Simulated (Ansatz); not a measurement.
SnSe built on the rocksalt prototype at its r2SCAN geometry, in Ansatz. The base run uses PBE on a modest mesh; each further run changes one setting, sensibly or not. Doubtful ones may also carry a cap on iterations. All numbers are computed, and spin polarisation is off unless an edit sets a moment.

Base input:
```yaml
crystal:
  lattice:
    - [0.0, 3.0021131514, 3.0021131514]
    - [3.0021131514, 0.0, 3.0021131514]
    - [3.0021131514, 3.0021131514, 0.0]
  atoms:
    - { symbol: Sn, position: [0.0, 0.0, 0.0] }
    - { symbol: Se, position: [0.5, 0.5, 0.5] }
kpoints:
  mp_grid: { grid: [6, 6, 6] }
hamiltonian:
  xc: pbe
scf:
  occupations: { method: fixed }
  n_extra_bands: 4
output:
  forces: true
  stress: true
  eigenvalues: true
```

Base results:
```
Basis set: ecut = 420 eV, 1067 PW (Γ)
Symmetry: 48 space group operations
Space group: Fm-3m (ITA 225)
k-points: 16 of 216
SCF converged after 6 iterations
Free energy (F): -11494.175849 eV
Fermi energy:    9.179099 eV
--- Stress (GPa, compression-positive) ---
        1.018618       0.000000       0.000000
        0.000000       1.018618       0.000000
        0.000000       0.000000       1.018618
  P = ⅓ Tr σ = 1.0186 GPa (10.186 kbar)
```
The gap over this mesh is 0.612 eV.

Run as `ansatz run input.yaml --threads 4 --pin off --max-ram 3686MiB --backend cpu --events-out ev --progress --plain --runs-dir out`.

**Question.** The input is altered as follows. How does the run end?
```yaml
scf:
  max_iter: 74
basis:
  ecutwfc: 120
```

**Answer.** 169 plane waves in place of 1067. The free energy moves by +83481 meV an atom, the mean stress by +37.12 GPa and the gap on the mesh by -0.070 eV (to 0.542). The basis is too small: these are errors of the cutoff.
Lines that differ from the base's log, and the results:
```
Warning: basis.ecutwfc = 120 eV is below the records' recommended 420 eV, and the density's cutoff is lower with it unless basis.ecutrho_ratio is high enough to keep the records' density cutoff: compare with a run at a higher cutoff
Basis set: ecut = 120 eV, 169 PW (Γ)
SCF converged after 10 iterations
Free energy (F): -11327.214675 eV
Fermi energy:    7.725452 eV
--- Stress (GPa, compression-positive) ---
       38.139646       0.000000       0.000000
        0.000000      38.139646       0.000000
        0.000000       0.000000      38.139646
  P = ⅓ Tr σ = 38.1396 GPa (381.396 kbar)
```

**Question.** What happens with this change?
```yaml
scf:
  occupations: { method: cold, width: 0.2 }
```

**Answer.** Energy, stress and gap stay within 1 meV an atom, 0.1 GPa and 0.005 eV of the base.

**Question.** What happens with this change?
```yaml
scf:
  max_iter: 76
basis:
  ecutwfc: 0
```

**Answer.** The program doesn't start.
```
Error: invalid value for `basis.ecutwfc`: must be finite and > 0; got 0 eV
```

Spin-orbit coupling is left out, which matters wherever the heavy atoms make up the band edges.
